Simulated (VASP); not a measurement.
The system is MgSe2.

```xyz
6
Lattice="5.3200 0.0000 0.0000 0.0000 6.4900 0.0000 0.0000 0.0000 4.0600" Properties=species:S:1:pos:R:3 pbc="T T T"
Mg    2.6600    3.2450    2.0300
Mg    0.0000    0.0000    0.0000
Se    1.7024    5.7761    2.0300
Se    3.6176    0.7139    2.0300
Se    4.3624    3.9589    0.0000
Se    0.9576    2.5311    0.0000
```

The cell was built by a generator and needn't be a form met in nature.

```yaml
Program: VASP 6.6.1
Task: relaxation of cell and atoms
Functional: PBE
Potentials_or_basis: VASP PAW PBE potentials, release 64 (Mg, Se)
Cutoff: 520 eV
k_mesh: 3 × 3 × 4
Occupations: gaussian, width 0.15 eV
Spin: no spin polarisation
```

At the start: pressure 0.8 GPa; volume 23.36 Å³/atom.

Task: Where does the relaxation end?

Result: Over 5 steps the energy falls by 3.1 meV/atom and the volume is 23.84 Å³/atom (+2.0 %); space group Pnnm (No. 58, to 0.05 Å).

The path:
```
step  energy change (eV)  largest force (eV/Å)  pressure (GPa)  volume (Å³)
   1              0.0000                0.1713            0.80       140.18
   2             -0.0122                0.0747           -0.15       142.56
   3             -0.0112                0.1225           -0.64       143.69
   4             -0.0123                0.0889           -0.42       143.01
   5             -0.0189                0.0690           -0.29       143.02
```

Final structure:
```xyz
6
Lattice="5.2822 0.0000 0.0000 0.0000 6.5475 0.0000 0.0000 0.0000 4.1354" Properties=species:S:1:pos:R:3 pbc="T T T"
Mg    2.6411    3.2737    2.0677
Mg    0.0000    0.0000    0.0000
Se    1.6765    5.8289    2.0677
Se    3.6057    0.7186    2.0677
Se    4.3175    3.9923    4.1354
Se    0.9646    2.5552    0.0000
```
